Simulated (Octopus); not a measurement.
HfO2 under changes of volume

One of the cells (11.152 Å³/atom); the others are scaled copies at fixed shape and fractional positions:

```
Hf O
1.0
     0.00000    2.55750    2.55750
     2.55750    0.00000    2.55750
     2.55750    2.55750    0.00000
Hf O
1 2
Direct
  0.00000 0.00000 0.00000
  0.75000 0.75000 0.75000
  0.25000 0.25000 0.25000
```

Measurements of this composition are mostly on another form, of space group No. 14.

* Program: Octopus 16.4
* Functional: PBEsol
* Potentials or basis: pseudodojo_pbesol (PseudoDojo 0.4, PBEsol)
* Grid spacing: 0.129 Å
* k mesh: 9 × 9 × 9
* Occupations: fermi-dirac, width 0.05 eV
* Spin: no spin polarisation

| volume (Å³/atom) | energy over the lowest point (meV/atom) | gap on the mesh (eV) |
| --- | --- | --- |
| 10.483 | 0.00 | 3.92 |
| 10.706 | 1.15 | 3.86 |
| 10.929 | 8.85 | 3.81 |
| 11.152 | 23.54 | 3.75 |
| 11.375 | 43.51 | 3.70 |
| 11.598 | ? | ? |
| 11.821 | 100.78 | 3.59 |

Problem. What does the run at 11.598 Å³/atom give?

Solution. Energy over the lowest point 69.95 meV/atom; gap on the mesh 3.64 eV.

Worked out: A Birch-Murnaghan fit of order 3 (a polynomial in V^(-2/3)) to the other rows has its minimum at 10.56 Å³/atom with B0 = V·E''(V) = 241 GPa (rough, since the energies scatter). It gives 69.56 meV/atom at 11.598 Å³/atom, against the run's 69.95. A straight line through the other rows of the gap, of slope -2.73 eV per unit of ln V, gives 3.64 eV, against the run's 3.64.

Energies are extrapolated to zero smearing.

Caveats: spin-orbit coupling is left out, which moves the levels of the heavy elements; an odd mesh through Γ misses points on the zone boundary, where band edges often lie.
